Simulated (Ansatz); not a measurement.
## K, hcp: how the functional moves the structure

All rows: Ansatz, plane waves with scalar-relativistic PAW, 420 eV (500 eV for the SCAN forms), relaxed under each functional, no dispersion correction, no zero-point motion. B₀ comes from uniform scaling at fixed shape; a dash is a value not given.

| functional | V (Å³/atom) | cell | B₀ (GPa) | magnetic state | ΔE to bcc (meV/atom) |
| --- | --- | --- | --- | --- | --- |
| PBE | 74.09 | a = 4.717 Å, c = 7.691 Å (c/a = 1.630) | 4 | spin not included | 0 |
| r²SCAN | 76.52 | a = 4.765 Å, c = 7.782 Å (c/a = 1.633) | 3 | spin not included | 1 |
| PBEsol | 71.32 | a = 4.655 Å, c = 7.602 Å (c/a = 1.633) | 4 | spin not included | 0 |
| LDA | 64.67 | a = 4.510 Å, c = 7.343 Å (c/a = 1.628) | 4 | spin not included | 0 |
| revPBE | 80.05 | a = 4.839 Å, c = 7.893 Å (c/a = 1.631) | 3 | spin not included | 0 |
| RPBE | 80.78 | a = 4.854 Å, c = 7.918 Å (c/a = 1.631) | 3 | spin not included | 0 |
| BLYP | 75.93 | a = 4.760 Å, c = 7.740 Å (c/a = 1.626) | 3 | spin not included | -2 |

LDA gives the smallest volume and RPBE the largest.
